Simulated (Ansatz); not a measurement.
Ge under changes of volume

One of the cells (19.014 Å³/atom); the others are scaled copies at fixed shape and fractional positions:

```xyz
2
Lattice="-2.4959 2.6509 1.4369 2.4959 -2.6509 1.4369 2.4959 2.6509 -1.4369" Properties=species:S:1:pos:R:3 pbc="T T T"
Ge    0.0000    1.3254    0.1841
Ge    2.4959    1.3254    1.2529
```

This isn't the form of Ge at room conditions, which is diamond.

* Program: Ansatz 0.2.0
* Functional: PBEsol
* Potentials or basis: all-electron LAPW, scalar-relativistic
* Cutoff: 252 eV (chosen from the basis error)
* Basis error allowed: 0.001 eV/atom
* k mesh: 11 × 11 × 11
* Occupations: fermi-dirac, width 0.05 eV
* Spin: no spin polarisation

| volume (Å³/atom) | energy over the lowest point (meV/atom) | pressure (GPa) | largest force (eV/Å) |
| --- | --- | --- | --- |
| 17.874 | 3.50 | 2.4 | 0.050 |
| 18.254 | 0.00 | 0.6 | 0.054 |
| 18.634 | 0.59 | -1.0 | 0.057 |
| 19.014 | 4.84 | -2.5 | 0.059 |
| 19.395 | 12.30 | -3.7 | 0.061 |
| 19.775 | 22.59 | -4.8 | 0.061 |
| 20.155 | ? | ? | ? |

Question: What does the run at 20.155 Å³/atom give?

Answer: Energy over the lowest point 35.36 meV/atom; pressure -5.8 GPa; largest force 0.061 eV/Å.

Worked out: A Birch-Murnaghan fit of order 3 (a polynomial in V^(-2/3)) to the other rows has its minimum at 18.38 Å³/atom with B0 = V·E''(V) = 80 GPa and B' = 5.0 at fixed shape and positions, which overstates the stiffness. It gives 35.38 meV/atom at 20.155 Å³/atom, against the run's 35.36, and -dE/dV = -5.9 GPa, against -5.8.

Energies are extrapolated to zero smearing.
